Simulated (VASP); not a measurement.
Set up this calculation in VASP 6.6.1, as the native input.

| Item | Value |
| --- | --- |
| Task | relaxation of cell and atoms |
| Functional | PBE |
| Dispersion | D3(BJ) |
| Potentials or basis | VASP PAW PBE potentials, release 64 (Al, N) |
| Cutoff | 600 eV |
| k mesh | 9 × 9 × 6 |
| Occupations | gaussian, width 0.02 eV |
| Spin | no spin polarisation |
| Further INCAR settings | ALGO = Normal; EDIFF = 1e-07; IBRION = 2; EDIFFG = -0.005; NSW = 90; ISIF = 3 |

The structure of AlN lies in POSCAR:

```
AlN
1.0
    3.3121157400      0.0000000000      0.0000000000
   -1.6560578700      2.8683763700      0.0000000000
    0.0000000000      0.0000000000      4.1875630000
Al N
2 2
Direct
    0.3333333300      0.6666666700      0.7500000000
    0.6666666700      0.3333333300      0.2500000000
    0.3333333300      0.6666666700      0.2500000000
    0.6666666700      0.3333333300      0.7500000000
```

Measurements of this composition are mostly on another form, of space group No. 186.

These files were run (other wordings do the same):

INCAR

```
  PREC = Accurate
  ENCUT = 600
  EDIFF = 1E-7
  ISMEAR = 0
  SIGMA = 0.02
  LREAL = F
  LASPH = T
  NELM = 100
  ALGO = Normal
  ISIF = 3
  LWAVE = F
  LCHARG = F
  GGA = PE
  IVDW = 12
  IBRION = 2
  NSW = 90
  EDIFFG = -0.005
```

KPOINTS

```
Automatic mesh
0
Gamma
  9 9 6
```

Potentials or basis: VASP PAW PBE potentials, release 64 (Al, N).

The run is started by

```sh
$ cat potpaw_PBE.64/Al/POTCAR potpaw_PBE.64/N/POTCAR > POTCAR
$ mpirun -np 1 vasp_std > vasp.out
```

It gave:

The relaxed volume is 9.71 Å³/atom, the relaxed cell is a = 3.291 Å, b = 3.291 Å, c = 4.141 Å, α = 90.00°, β = 90.00°, γ = 120.00° and the space group after relaxing (to 0.05 Å) is P6_3/mmc (No. 194). The energy gained by relaxing is 3.7 meV/atom. The ionic steps are 5, the pressure after relaxing is 0.0 GPa and the band gap on the k mesh is 3.46 eV, direct. The dispersion energy per atom is -0.289 eV.

It took 34 s on 1 thread of AMD EPYC 9R45 96-Core Processor (Zen 5) (shared host), peak memory 0.16 GiB.
